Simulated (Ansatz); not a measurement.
# Lattice dynamics of As monolayer

Wanted: phonon frequencies of As monolayer and what follows from them.

Method: DFT PBE, scalar-relativistic, plane waves, PAW, in Ansatz 0.2.0.

### Step 1. Starting point

The cell holds 2 atoms: 2 As. Cell: a = 3.610 Å, b = 3.610 Å, c = 20.000 Å, α = 90.0°, β = 90.0°, γ = 120.0°. Vacuum lies along c.

Coordinates:

```cif
data_structure
_symmetry_space_group_name_H-M 'P 1'
_symmetry_Int_Tables_number 1
_cell_length_a 3.6100
_cell_length_b 3.6100
_cell_length_c 20.0000
_cell_angle_alpha 90.000
_cell_angle_beta 90.000
_cell_angle_gamma 120.000
_cell_volume 225.72
loop_
_atom_site_label
_atom_site_type_symbol
_atom_site_fract_x
_atom_site_fract_y
_atom_site_fract_z
_atom_site_occupancy
As1 As 0.33333 0.66667 0.53475 1
As2 As 0.66667 0.33333 0.46525 1
```

### Step 2. Relaxation

Harmonic phonons are second derivatives at a point where the forces vanish, and they are wanted at zero stress, so atoms and cell are relaxed first.

The program solves this slab on a cell height of its own, 26.6 Å, in place of the one typed.

input.yaml

```yaml
crystal:
  lattice:
    - [3.61, 0.0, 0.0]
    - [-1.805, 3.12635, 0.0]
    - [0.0, 0.0, 20.0]
  atoms:
    - { symbol: As, position: [0.333333, 0.666667, 0.53475] }
    - { symbol: As, position: [0.666667, 0.333333, 0.46525] }
  periodic: [true, true, false]
kpoints:
  mp_grid: { grid: [9, 9, 1] }
hamiltonian:
  xc: pbe
scf:
  occupations: { method: gaussian, width: 0.02 }
output:
  forces: true
  stress: true
  eigenvalues: true
  write_density: true
  write_potential: true
  elf: true
  volumetric_format: npy
relax:
  adjacent_minimum: "off"
  f_tol: 0.005
  max_steps: 80
  cell: { stress_2d_tol: 0.02 }
```

Run with:

```bash
$ ansatz run input.yaml --threads 8 --pin off --max-ram 14336MiB --backend cpu --events-out ev --progress --plain --runs-dir out
```

Numbers of over 12 decimals in the logs are rounded to 6 here.

What it wrote:

```text
Warning: crystal.periodic: the lattice vector that does not repeat stood 0.000° off the slab's normal, 20.000 Å along it as the deck builds it. The run solves the slab on a vector along the normal, 26.580 Å long, with every atom where it was (on the deck's vector they left 18.61 Å outside them, and the widest stretch free of ions among them is 1.39 Å). A fractional position that the run reports is one of the run's ce [...]
Warning: the atoms were moved onto the symmetric positions of the space group found under crystal.symmetry.tolerance 1.0e-5 (fractional; no operation is sought that the atoms, as they stand in a round, miss by more than twice it, and no atom is moved by as much as it), and the run uses the moved positions. Before a round's move an operation carried an atom to 3.61e-6 Å from where it should land, the largest such dist [...]
crystal.periodic: the lattice vector that does not repeat stood 0.000° off the slab's normal, 20.000 Å along it as the deck builds it. The run solves the slab on a vector along the normal, 26.580 Å long, with every atom where it was (on the deck's vector they left 18.61 Å outside them, and the widest stretch free of ions among them is 1.39 Å). A fractional position that the run reports is one of the run's cell, which [...]
Engine: ansatz 0.2.0, aarch64-unknown-linux-gnu
Pseudopotentials: kind: paw
Pseudopotential: As, paw, valence charge 15, recommended cutoff 420 eV (normal), As.paw.azcp
Functional definition: PBE
  parameter kappa = 0.804
  parameter beta = 0.066725
  exchange = pbe_x(kappa = kappa, mu = beta*pi^2/3)
  correlation = pbe_c(beta = beta)
Crystal: 2 atoms, lattice volume = 299.985 Å³
Basis set: ecut = 420 eV, 5801 PW (Γ), exchange–correlation on 50×50×360 points (8 copies of the dense FFT grid, shifted against one another)
Bands: 19, of which v1, the nominal top of the filled ones, is band 15 counted from 1 (14 counted from 0)
Symmetry: 12 space group operations
Space group: P-3m1 (ITA 164), of the structure as read, at distance tolerance 6.7e-5 Å
k-points: 12 of 81
Non-local potential: As, projectors of the file, l = 0: 2, l = 1: 2, l = 2: 3, l = 3: 1
PAW form: soft (Blöchl's): semilocal exchange-correlation on the pseudo side does not see the compensation charge
PAW one-centre angular grid: As, 590 points (default); XC on 64 Gauss nodes
Initial density: superposition of atomic densities (neutral atoms: chi_scale 0, normalization atom), corrected by the library's trained network
Initial wavefunctions: pseudopotential atomic-orbital guess
Functional: x = pbe(κ = 0.804, μ = 0.219515), c = pbe(β = 0.066725)
SCF iter   1: F=—  HF=-9712.267379 eV  |F-HF|=—  |Δ(HF+E_count)|=         —  Δρ=6.72e-4  dr2=1.74e-3  ethr=1.77e-3  ⟨swp⟩=10.8  Hψ=1539  notcnv=0
preconditioner: auto → none  [insulator: Δε(μ)=1.638 eV  Ē_g=9.396 eV  σ=0.020 eV  W_gap=1.00  n_scr=14 (ndim 8)  ℏωp=6.8 eV  f_vac=0.796  D(μ)=0.00/eV (n_scr^D=0)  ε∞_Penn≈1.5]
SCF iter   2: F=—  HF=-9712.266785 eV  |F-HF|=—  |Δ(HF+E_count)|=   5.94e-4  Δρ=3.32e-4  dr2=3.29e-4  ethr=5.81e-6  ⟨swp⟩=3.5  Hψ=665  notcnv=0
SCF iter   3: F=—  HF=-9712.267025 eV  |F-HF|=—  |Δ(HF+E_count)|=   2.41e-4  Δρ=1.00e-4  dr2=2.36e-5  ethr=1.10e-6  ⟨swp⟩=3.0  Hψ=514  notcnv=0
SCF iter   4: F=—  HF=-9712.267023 eV  |F-HF|=—  |Δ(HF+E_count)|=   2.51e-6  Δρ=4.30e-5  dr2=2.99e-6  ethr=7.88e-8  ⟨swp⟩=3.0  Hψ=481  notcnv=0
SCF iter   5: F=—  HF=-9712.267030 eV  |F-HF|=—  |Δ(HF+E_count)|=   7.00e-6  Δρ=5.48e-6  dr2=1.38e-7  ethr=9.96e-9  ⟨swp⟩=3.0  Hψ=505  notcnv=0
iter 6 did not close the SCF: its close was put off until two iterations running show no level that it waits for move by more than its bar (scf_convergence_deferred on its scf_iter line)
SCF iter   6: F=-9712.267030 eV  HF=-9712.267030 eV  |F-HF|=2.19e-8  |Δ(HF+E_count)|=   4.55e-9  Δρ=1.73e-6  dr2=8.07e-9  ethr=3.33e-10  ⟨swp⟩=16.4  Hψ=1975  notcnv=0
SCF iter   7: F=-9712.267030 eV  HF=-9712.267030 eV  |F-HF|=8.84e-10  |Δ(HF+E_count)|=   8.39e-9  Δρ=4.88e-7  dr2=8.02e-10  ethr=2.69e-11  ⟨swp⟩=7.0  Hψ=1447  notcnv=0
SCF 1 converged in 7 iterations: F = -9712.267030 eV  dr2 = 8.02e-10
  greatest PAW one-centre occupation: 0.999 electrons in one spin orbital (limit 2), on the As atom at site 1 (counted from 0), in its partial waves of l = 2
relax step   1: F+E_penalty+E_count = -9712.26702975 eV  Δ(F+E_penalty+E_count) = +0.000e0 eV  max|allowed force component| = 7.607e-3 eV/Å  Δτ_max = 0.0000 Å  P = -0.076 N/m  Ω = 299.985 Å³  fix = [c, alpha, beta]  reactions: c -0.000 N/m  (7 SCF iters, dr2 threshold 1.00e-7 eV, accepted)
Crystal: 2 atoms, lattice volume = 299.496 Å³
Initial density: handed on by an earlier stage of this run
Initial wavefunctions: those handed on with the density
iter 1 solved again at ethr=1.49e-8 eV; its pass at ethr=3.10e-3 eV (dr2=4.46e-6 eV) is discarded
SCF iter   1: F=—  HF=-9712.267089 eV  |F-HF|=—  |Δ(HF+E_count)|=         —  Δρ=2.40e-5  dr2=3.95e-6  ethr=1.49e-8  ⟨swp⟩=4.1  Hψ=1514  notcnv=0
preconditioner: auto → none  [insulator: Δε(μ)=1.639 eV  Ē_g=9.431 eV  σ=0.020 eV  W_gap=1.00  n_scr=14 (ndim 8)  ℏωp=6.8 eV  f_vac=0.794  D(μ)=0.00/eV (n_scr^D=0)  ε∞_Penn≈1.5]
SCF iter   2: F=—  HF=-9712.267092 eV  |F-HF|=—  |Δ(HF+E_count)|=   3.84e-6  Δρ=9.88e-6  dr2=1.81e-7  ethr=1.32e-8  ⟨swp⟩=2.8  Hψ=372  notcnv=0
SCF iter   3: F=—  HF=-9712.267092 eV  |F-HF|=—  |Δ(HF+E_count)|=   4.81e-8  Δρ=4.73e-6  dr2=3.99e-8  ethr=3.68e-11  ⟨swp⟩=14.3  Hψ=1958  notcnv=0
SCF iter   4: F=-9712.267093 eV  HF=-9712.267093 eV  |F-HF|=5.09e-10  |Δ(HF+E_count)|=   2.66e-8  Δρ=5.04e-7  dr2=4.30e-10  ethr=3.68e-11  ⟨swp⟩=10.1  Hψ=1362  notcnv=0
SCF 2 converged in 4 iterations: F = -9712.267093 eV  dr2 = 4.30e-10
relax step   2: F+E_penalty+E_count = -9712.26709250 eV  Δ(F+E_penalty+E_count) = -6.275e-5 eV  max|allowed force component| = 6.732e-3 eV/Å  Δτ_max = 0.0004 Å  P = -0.025 N/m  Ω = 299.496 Å³  energy of the carried Pulay correction = +9.975e-6 eV  fix = [c, alpha, beta]  reactions: c -0.000 N/m  (4 SCF iters, dr2 threshold 1.10e-8 eV, accepted)
Crystal: 2 atoms, lattice volume = 299.309 Å³
iter 1 solved again at ethr=1.85e-8 eV; its pass at ethr=3.10e-3 eV (dr2=5.55e-6 eV) is discarded
SCF iter   1: F=—  HF=-9712.267077 eV  |F-HF|=—  |Δ(HF+E_count)|=         —  Δρ=3.80e-5  dr2=4.92e-6  ethr=1.85e-8  ⟨swp⟩=3.0  Hψ=1456  notcnv=0
preconditioner: auto → none  [insulator: Δε(μ)=1.643 eV  Ē_g=9.438 eV  σ=0.020 eV  W_gap=1.00  n_scr=14 (ndim 8)  ℏωp=6.8 eV  f_vac=0.794  D(μ)=0.00/eV (n_scr^D=0)  ε∞_Penn≈1.5]
SCF iter   2: F=—  HF=-9712.267082 eV  |F-HF|=—  |Δ(HF+E_count)|=   4.55e-6  Δρ=1.64e-5  dr2=4.50e-7  ethr=1.64e-8  ⟨swp⟩=3.1  Hψ=419  notcnv=0
SCF iter   3: F=—  HF=-9712.267087 eV  |F-HF|=—  |Δ(HF+E_count)|=   4.89e-6  Δρ=5.05e-6  dr2=3.87e-8  ethr=1.50e-9  ⟨swp⟩=2.2  Hψ=280  notcnv=0
SCF iter   4: F=-9712.267087 eV  HF=-9712.267087 eV  |F-HF|=7.28e-12  |Δ(HF+E_count)|=   1.26e-8  Δρ=9.15e-7  dr2=1.40e-9  ethr=9.44e-12  ⟨swp⟩=12.6  Hψ=2056  notcnv=0
SCF 3 converged in 4 iterations: F = -9712.267087 eV  dr2 = 1.40e-9
relax step   3: F+E_penalty+E_count = -9712.26708653 eV  Δ(F+E_penalty+E_count) = +5.975e-6 eV  max|allowed force component| = 2.034e-2 eV/Å  Δτ_max = 0.0009 Å  P = +0.013 N/m  Ω = 299.309 Å³  energy of the carried Pulay correction = +1.378e-5 eV  fix = [c, alpha, beta]  (4 SCF iters, dr2 threshold 2.83e-9 eV, rejected (line search))
[...]
relax step   4: F+E_penalty+E_count = -9712.26709951 eV  Δ(F+E_penalty+E_count) = -7.007e-6 eV  max|allowed force component| = 3.139e-4 eV/Å  Δτ_max = 0.0002 Å  P = -0.011 N/m  Ω = 299.405 Å³  energy of the carried Pulay correction = +1.183e-5 eV  fix = [c, alpha, beta]  reactions: c -0.000 N/m  (6 SCF iters, accepted)
Initial wavefunctions: pseudopotential atomic-orbital guess (no wavefunctions were taken with the density)
iter 1 solved again at ethr=1.99e-7 eV; its pass at ethr=3.10e-3 eV (dr2=5.97e-5 eV) is discarded
SCF iter   1: F=—  HF=-9712.267079 eV  |F-HF|=—  |Δ(HF+E_count)|=         —  Δρ=1.01e-6  dr2=3.07e-9  ethr=1.99e-7  ⟨swp⟩=5.3  Hψ=2390  notcnv=0
eigensolver tolerance schedule: the retry pair's looser diagonalisation over-reported the residual by 19445.48 of it (diagonalisation noise at an unbounded share of the residual, at the tolerance the schedule requests for it); recorded, not acted on — ethr = c·dr2/N_el stays at c = 1.0e-1
SCF iter   2: F=—  HF=-9712.267088 eV  |F-HF|=—  |Δ(HF+E_count)|=   9.25e-6  Δρ=5.74e-7  dr2=2.39e-9  ethr=1.02e-11  ⟨swp⟩=5.0  Hψ=709  notcnv=0
SCF iter   3: F=—  HF=-9712.267088 eV  |F-HF|=—  |Δ(HF+E_count)|=  8.28e-10  Δρ=2.87e-7  dr2=3.54e-10  ethr=7.95e-12  ⟨swp⟩=2.5  Hψ=303  notcnv=0
SCF iter   4: F=—  HF=-9712.267088 eV  |F-HF|=—  |Δ(HF+E_count)|=  6.37e-11  Δρ=1.06e-7  dr2=4.87e-11  ethr=1.18e-12  ⟨swp⟩=2.7  Hψ=434  notcnv=0
SCF iter   5: F=—  HF=-9712.267088 eV  |F-HF|=—  |Δ(HF+E_count)|=  1.46e-11  Δρ=3.58e-8  dr2=6.23e-12  ethr=1.00e-12  ⟨swp⟩=1.8  Hψ=249  notcnv=0
SCF iter   6: F=-9712.267088 eV  HF=-9712.267088 eV  |F-HF|=3.46e-11  |Δ(HF+E_count)|=  1.46e-11  Δρ=1.85e-8  dr2=1.79e-12  ethr=1.00e-12  ⟨swp⟩=9.8  Hψ=1352  notcnv=0
SCF 5 converged in 6 iterations: F = -9712.267088 eV  dr2 = 1.79e-12
relax step   5: F+E_penalty+E_count = -9712.26708822 eV  Δ(F+E_penalty+E_count) = +1.129e-5 eV  max|allowed force component| = 3.096e-4 eV/Å  Δτ_max = 0.0000 Å  P = -0.011 N/m  Ω = 299.405 Å³  fix = [c, alpha, beta]  reactions: c -0.000 N/m  stress off target by 1.13e-2 N/m on what of the cell is left free  SCF on the basis re-selected at this cell (its energy is not comparable with the rows above)  (6 SCF iters)
basis re-selected at this cell: Δ(F+E_penalty+E_count) = +1.129e-5 eV, ΔP = -0.000 N/m vs the last step (what re-selecting the basis moved, of the pressure what is left beyond the Pulay correction that the steps carried, after the strain that the cell walked since its last selection, with what the two solves' SCF thresholds leave and, on support functions, any second-order correction that the steps lacked; it is no m [...]
SCF converged after 6 iterations
Free energy (F): -9712.267088 eV
Harris-Foulkes:  -9712.267088 eV  (|F-HF|=3.46e-11)
Internal energy: -9712.267088 eV  (E = F + TS)
E sigma→0 (E₀):  -9712.267088 eV
Fermi energy:    -4.552108 eV
--- Per-component energies (eV) ---
  E_band       = -914.309487
  E_kinetic    = 203.909671
  E_local      = -44559.111234  (includes V_loc(G=0)·N_el)
  E_nonlocal   = -1341.468213
  E_hartree    = 22236.741445
  E_xc         = -157.593705
  E_vxc        = -157.138357  (∫ρ·V_xc dr)
  E_paw        = -3669.153268  (= ΣΔE_a)
  E_vpaw       = 466.015605  (= ΣTr[D̂ρ^β])
  E_aug_tail   = 0.000013  (compensation charges beyond the density's cutoff)
  E_ewald      = 17574.408203
  E_smearing   = -0.000000  (= −TS)
  E_closure    = 0.000000  (closes the sum)
  Σ components = -9712.267088   (vs F -9712.267088, Δ=0.00e0)
--- Forces (eV/Å), atoms counted from 1 ---
  atom   1  As    -0.00000000    -0.00000000    -0.00030961
  atom   2  As     0.00000000     0.00000000     0.00030961
  max |Σ_I F_I| component: 1.16e-18 eV/Å
--- 2D stress c σ (N/m, compression-positive) ---
       -0.011332      -0.000000      -0.000000
       -0.000000      -0.011332      -0.000000
       -0.000000      -0.000000      -0.000000
  P = ½ c Tr σ = -0.0113 N/m
--- Band table (eV; the first three rows and the last of 12) ---
  k-point 0: bands = [... 11 lower, -12.5319, -5.9011, -5.3713, -5.3713, -3.4142, -1.8659, -1.8659, -0.5145]
  k-point 1: bands = [... 11 lower, -12.5163, -6.7026, -5.8277, -5.7135, -2.7669, -1.8208, -1.5222, -0.2851]
  k-point 2: bands = [... 11 lower, -12.6274, -8.2865, -6.3595, -5.7469, -3.4832, -1.0179 (-1.0179°), -1.0165, 0.1683]
  k-point 11: bands = [... 11 lower, -15.2916, -9.7098, -7.3428, -7.3428, -3.3375, -0.7803, -0.7803, 2.7355]
  ° read free of the cell's end (the report's vacuum.weakly_bound_levels)
--- Relaxed structure (4 steps of the walk, 3 accepted, 1 SCFs on fresh bases) ---
  F+E_penalty+E_count = -9712.26708822 eV   max|allowed force component| = 3.096e-4 eV/Å   (the final SCF, on the basis selected at the relaxed cell)
  cell:  # Å, volume = 299.4045 Å³
    - [3.606504, 0.0, 0]
    - [-1.803252, 3.123324, 0]
    - [0, 0, 26.58]
  atoms:
    - { symbol: As, position: [0.333333, 0.666667, 0.402377] }
    - { symbol: As, position: [0.666667, 0.333333, 0.350069] }
```

It took 4 s on 8 threads of Arm Neoverse V2, shared host; peak memory 0.68 GiB; 27 s of CPU time.

Relaxation path:

```tsv
step	energy less that of the first step (eV)	largest force component (eV/Å)	volume (Å³)
1	0.0000	0.0076	299.99
2	-0.0001	0.0067	299.50
3	-0.0001	0.0203	299.31
4	-0.0001	0.0003	299.40
5*	-0.0001	0.0003	299.40
```

Relaxation steps marked * repeat the geometry before them on a plane-wave basis chosen anew for their cell, so energy and pressure can jump there. Relaxation step 3 was tried and not accepted.

Forces are held to the 12 operations that the run works with; a distortion that breaks them can't arise in this run.

```tsv
cell as run	before	after	change
a (Å)	3.610	3.607	-0.1 %
b (Å)	3.610	3.607	-0.1 %
```

Final coordinates:

```xyz
2
Lattice="3.6065 0.0000 0.0000 -1.8033 3.1233 0.0000 0.0000 0.0000 26.5800" Properties=species:S:1:pos:R:3
As    0.0000    2.0822   10.6952
As    1.8033    1.0411    9.3048
```

This step gave:

```yaml
gap_on_the_k_mesh: 1.639 eV
direct_gap_on_mesh: 1.957 eV
area_per_atom: 5.632 Å²
```

Valence density in the ac plane at fractional y = 0.333, with atoms of As within 0.2 Å of it. It is the smooth field of the valence electrons, not physical close to the nuclei.

Values in e/Å³, 24 rows by 14 columns, each cell a mean:
```
 0  0  0  0  0  0  0  0  0  0  0  0  0  0
 0  0  0  0  0  0  0  0  0  0  0  0  0  0
 0  0  0  0  0  0  0  0  0  0  0  0  0  0
 0  0  0  0  0  0  0  0  0  0  0  0  0  0
 0  0  0  0  0  0  0  0  0  0  0  0  0  0
 0  0  0  0  0  0  0  0  0  0  0  0  0  0
 0  0  0  0  0  0  0  0  0  0  0  0  0  0
 0  0  0  0  0  0  0  0  0  0  0  0  0  0
 0  0  0  0  0  0  0  0  0  0  0  0  0  0
 0  0  0  0  0  0  0  0  0  0  0  0  0  0
 0  0  0  0  0  0  0  0  0  0  0  0  0  0
 0  0  0  0  0  0  0  0  0  0  0  0  0  0
 0  0  0  0  0  0  0  0  0  0  0  0  0  0
 0  0  0  0  0  0  0  0  0  0  0  0  0  0
 0  0  0  0  0  0  0  0  1  1  1  0  0  0
 0  0  0  0  0  0  1  3 10 17 14  5  1  0
 0  0  0  0  0  0  0  0  1  1  1  0  0  0
 0  0  0  0  0  0  0  0  0  0  0  0  0  0
 0  0  0  0  0  0  0  0  0  0  0  0  0  0
 0  0  0  0  0  0  0  0  0  0  0  0  0  0
 0  0  0  0  0  0  0  0  0  0  0  0  0  0
 0  0  0  0  0  0  0  0  0  0  0  0  0  0
 0  0  0  0  0  0  0  0  0  0  0  0  0  0
 0  0  0  0  0  0  0  0  0  0  0  0  0  0
```
Columns run along a (3.6 Å), rows up along c (26.6 Å). Atoms in or near the plane, at fractional coordinates: As at (0.67, 0.35).

ELF in the ac plane at fractional y = 0.333, with atoms of As within 0.2 Å of it. It is the smooth field of the valence electrons, not physical close to the nuclei.

Ten even steps from '_' (0.00) to '@' (0.84), each cell a mean:
```
____________________________
____________________________
____________________________
____________________________
____________________________
____________________________
____________________________
____________________________
____________________________
____________________________
____________________________
____________________________
..::----::..________________
**######**==::..______..::--
**************++======++++**
**--::--++####**==----++####
==..____--**@@@@@@@@@@@@@@%%
__________..--++******++==::
____________________________
____________________________
____________________________
____________________________
____________________________
____________________________
```
Columns run along a (3.6 Å), rows up along c (26.6 Å). Atoms in or near the plane, at fractional coordinates: As at (0.67, 0.35).

Electrostatic potential energy in the ac plane at fractional y = 0.333, with atoms of As within 0.2 Å of it. With pseudopotentials it is smooth inside the atoms' cores, unlike the true potential.

Values in eV, 24 rows by 14 columns, each cell a mean:
```
  0   0   0   0   0   0   0   0   0   0   0   0   0   0
  0   0   0   0   0   0   0   0   0   0   0   0   0   0
  0   0   0   0   0   0   0   0   0   0   0   0   0   0
  0   0   0   0   0   0   0   0   0   0   0   0   0   0
  0   0   0   0   0   0   0   0   0   0   0   0   0   0
  0   0   0   0   0   0   0   0   0   0   0   0   0   0
  0   0   0   0   0   0   0   0   0   0   0   0   0   0
  0   0   0   0   0   0   0   0   0   0   0   0   0   0
  0   0   0   0   0   0   0   0   0   0   0   0   0   0
  0   0   0   0   0   0   0   0   0   0   0   0   0   0
  0   0   0   0   0   0   0   0   0   0   0   0   0   0
  0   0   0   0   0   0   0   0   0   0   0   0   0   0
  0   0   0   0   0   0   0   0   0   0   0   0   0   0
 -3  -4  -5  -5  -4  -3  -2  -1  -1  -1  -1  -1  -2  -2
 -7  -8  -9  -9  -8  -6  -6  -7  -7  -8  -8  -7  -7  -6
 -6  -4  -3  -3  -5  -9 -11 -10  -4  -2  -3  -8 -11 -10
 -2  -1  -1  -1  -1  -3  -4  -6  -7  -7  -7  -6  -5  -3
  0   0   0   0   0   0   0   0   0   0   0   0   0   0
  0   0   0   0   0   0   0   0   0   0   0   0   0   0
  0   0   0   0   0   0   0   0   0   0   0   0   0   0
  0   0   0   0   0   0   0   0   0   0   0   0   0   0
  0   0   0   0   0   0   0   0   0   0   0   0   0   0
  0   0   0   0   0   0   0   0   0   0   0   0   0   0
  0   0   0   0   0   0   0   0   0   0   0   0   0   0
```
Columns run along a (3.6 Å; values clipped at the 3rd and 97th percentile), rows up along c (26.6 Å). Atoms in or near the plane, at fractional coordinates: As at (0.67, 0.35).

### Step 3. Relaxation

The relaxation is repeated from its end on the same settings, as a check that it has come to rest.

input.yaml, the sections that differ from step 2:

```yaml
crystal:
  lattice:
    - [3.6065035403, 0.0, 0.0]
    - [-1.8032517702, 3.1233236847, 0.0]
    - [0.0, 0.0, 26.58]
  atoms:
    - { symbol: As, position: [0.3333333333, 0.6666666667, 0.4023768301] }
    - { symbol: As, position: [0.6666666667, 0.3333333333, 0.3500686176] }
  periodic: [true, true, false]
# kpoints, hamiltonian, scf, output, relax: as in step 2
```

What it wrote:

```text
[...]
Crystal: 2 atoms, lattice volume = 299.405 Å³
Basis set: ecut = 420 eV, 5801 PW (Γ), exchange–correlation on 50×50×360 points (8 copies of the dense FFT grid, shifted against one another)
Bands: 19, of which v1, the nominal top of the filled ones, is band 15 counted from 1 (14 counted from 0)
Symmetry: 12 space group operations
[...]
k-points: 12 of 81
[...]
° read free of the cell's end (the report's vacuum.weakly_bound_levels)
--- Relaxed structure (1 steps of the walk, 1 accepted, 1 SCFs on fresh bases) ---
[...]
cell:  # Å, volume = 299.4045 Å³
    - [3.606504, 2.8867499240634324e-11, 0.0]
    - [-1.803252, 3.123324, 0.0]
    - [0.0, 0.0, 26.58]
  atoms:
    - { symbol: As, position: [0.333333, 0.666667, 0.402377] }
    - { symbol: As, position: [0.666667, 0.333333, 0.350069] }
[key lines of the parts left out:]
SCF converged after 7 iterations
Free energy (F): -9712.267088 eV
Fermi energy:    -4.552109 eV
P = ½ c Tr σ = -0.0113 N/m
```

It took 2.1 s on 8 threads; peak memory 0.67 GiB.

Little changed from the start: no atom moved by 0.005 Å and no cell edge by 0.1 %.

[end of part 1 of 2]

[Logs are printed without paths, hosts, clocks, repeated set-up lines and the standing remarks that a program may print on its own settings, such as how far it seeks lower states.]

[Hosts, paths, dates, database ids (printed as entryN), source tags and the programs' standing remarks are cut or masked in the printed files.]
